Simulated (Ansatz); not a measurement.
**Relaxing MnSb**

Level of theory: DFT PBE, scalar-relativistic, plane waves, PAW (Ansatz). Run with 420 eV cutoff, 12×12×8 k-mesh, Gaussian smearing of 0.10 eV, collinear spin.

What was changed: relaxed at 20 GPa.

Spin-orbit coupling is left out, which matters for the bands and energies of heavy elements.

Other phases may be more stable at this pressure.

Command:

```bash
ansatz run input.yaml --threads 1 --pin off --max-ram 2560MiB --backend cpu --events-out ev --progress --plain --runs-dir out
```

Input:

```yaml
crystal:
  lattice:
    - [3.8149813814, 0.0, 0.0]
    - [-1.9074906907, 3.3038707912, 0.0]
    - [0.0, 0.0, 5.2007875442]
  atoms:
    - { symbol: Mn, position: [0.0, 0.0, 0.0], spin: 2.83 }
    - { symbol: Mn, position: [0.0, 0.0, 0.5], spin: 2.83 }
    - { symbol: Sb, position: [0.3333333333, 0.6666666667, 0.25] }
    - { symbol: Sb, position: [0.6666666667, 0.3333333333, 0.75] }
basis:
  ecutwfc: 420
kpoints:
  mp_grid: { grid: [12, 12, 8] }
hamiltonian:
  xc: pbe
scf:
  occupations: { method: gaussian, width: 0.1 }
output:
  forces: true
  stress: true
  eigenvalues: true
  populations: true
magnetization:
  spin_polarized: true
relax:
  adjacent_minimum: "off"
  f_tol: 0.008
  max_steps: 50
  cell: { stress_tol: 0.08, p_target: 20.0 }
```

F is the free energy. Steps run on the plane waves of an earlier cell, but the last one, and at times one on the way, on a freshly chosen basis, so a repeated geometry can differ a little in energy. The relaxation lowers the enthalpy F + PV at the target pressure, so F itself can rise.

Steps:

```tsv
step	F − F(1) (eV)	largest force component (eV/Å)	V (Å³/atom)	P (GPa)
1	0.0000	0.000	16.388	21.15
2	-0.0788	0.000	16.543	19.72
3	-0.0639	0.000	16.513	20.00
4	-0.0641	0.000	16.513	20.00
```

Relaxed structure:

```
CELL_PARAMETERS angstrom
3.82510 0.00000 0.00000
-1.91255 3.31264 0.00000
0.00000 0.00000 5.21270
ATOMIC_POSITIONS crystal
Mn 0.00000 0.00000 0.00000
Mn 0.00000 0.00000 0.50000
Sb 0.33333 0.66667 0.25000
Sb 0.66667 0.33333 0.75000
```

The structure is hexagonal, space group P6_3/mmc (No. 194). Conventional cell: a = 3.825 Å, b = 3.825 Å, c = 5.213 Å, α = 90.00°, β = 90.00°, γ = 120.00°. Mn (site symmetry -3m) is surrounded by 6 Sb at 2.56 Å and 2 Mn at 2.61 Å. Around Sb (site symmetry -6m2) lie 6 Mn at 2.56 Å.

The run converged. The run took 2.7 min on 1 thread of Arm Neoverse V1 (shared host), peak memory 0.63 GiB.